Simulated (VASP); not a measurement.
**TiAl3 under changes of volume**

One of the cells (15.947 Å³/atom); the others are scaled copies at fixed shape and fractional positions:

```
CELL_PARAMETERS angstrom
-1.92376 1.92376 4.30902
1.92376 -1.92376 4.30902
1.92376 1.92376 -4.30902
ATOMIC_POSITIONS crystal
Ti 0.00000 0.00000 0.00000
Al 0.25000 0.75000 0.50000
Al 0.75000 0.25000 0.50000
Al 0.50000 0.50000 0.00000
```

The cell comes from a database or a generator and needn't be the stable form of this composition.

| Quantity | Value |
| --- | --- |
| Program | VASP 6.6.1 |
| Functional | PBE |
| Potentials or basis | VASP PAW PBE potentials, release 64 (Ti_sv, Al) |
| Cutoff | 520 eV |
| k mesh | 10 × 10 × 10 |
| Occupations | fermi-dirac, width 0.05 eV |
| Spin | no spin polarisation |

```tsv
volume (Å³/atom)	energy over the lowest point (meV/atom)	pressure (GPa)
14.696	36.35	10.1
15.009	19.59	7.1
15.322	8.29	4.5
15.947	0.00	-0.1
16.260	?	?
16.572	7.92	-3.8
```

Q: What does the run at 16.260 Å³/atom give?

A: Energy over the lowest point 2.13 meV/atom; pressure -2.1 GPa.

Worked out: A Birch-Murnaghan fit of order 3 (a polynomial in V^(-2/3)) to the other rows has its minimum at 15.93 Å³/atom with B0 = V·E''(V) = 106 GPa and B' = 4.0 at fixed shape and positions, which overstates the stiffness. It gives 2.13 meV/atom at 16.260 Å³/atom, against the run's 2.13, and -dE/dV = -2.1 GPa, against -2.1.

Energies are extrapolated to zero smearing.
